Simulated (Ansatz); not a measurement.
Set up this calculation in Ansatz 0.2.0, as the native input.

- Task: band structure
- Functional: PBE
- Potentials or basis: all-electron LAPW, scalar-relativistic
- Cutoff: 75 eV (chosen from the basis error)
- Basis error allowed: 0.001 eV/atom
- k mesh: 9 × 9 × 9
- Occupations: fermi-dirac, width 0.05 eV
- Spin: no spin polarisation

The system is Na.

```xyz
1
Lattice="-2.1410 2.1410 2.1410 2.1410 -2.1410 2.1410 2.1410 2.1410 -2.1410" Properties=species:S:1:pos:R:3 pbc="T T T"
Na    0.0000    0.0000    0.0000
```

These files were run (other wordings do the same):

input.yaml

```yaml
crystal:
  lattice:
    - [-2.141, 2.141, 2.141]
    - [2.141, -2.141, 2.141]
    - [2.141, 2.141, -2.141]
  atoms:
    - { symbol: Na, position: [0.0, 0.0, 0.0] }
kpoints:
  mp_grid: { grid: [9, 9, 9] }
  band_path:
    path:
      - [0.0, 0.0, 0.0]
      - [0.5, -0.5, 0.5]
      - [0.0, 0.0, 0.5]
      - [0.0, 0.0, 0.0]
      - [0.25, 0.25, 0.25]
      - [0.5, -0.5, 0.5]
    npoints: 6
scf:
  occupations: { method: fermi_dirac, width: 0.05 }
hamiltonian:
  xc: pbe
  pseudopotentials: { kind: all_electron, lapw: { basis_error: 0.001 } }
output:
  forces: true
  stress: true
  eigenvalues: true
```

Potentials or basis: all-electron LAPW, scalar-relativistic.

Launch:

```bash
$ ansatz run input.yaml --threads 1 --pin off --max-ram 3072MiB --backend cpu --events-out ev --progress --plain --runs-dir out
```

It gave:

- Pressure: -0.4 GPa
- Band gap along the path: none (metal or under the smearing width)

Run time: 1.1 s on 1 thread of Intel(R) Xeon(R) Platinum 8488C (Sapphire Rapids), with other jobs on the host, peak memory 0.24 GiB.
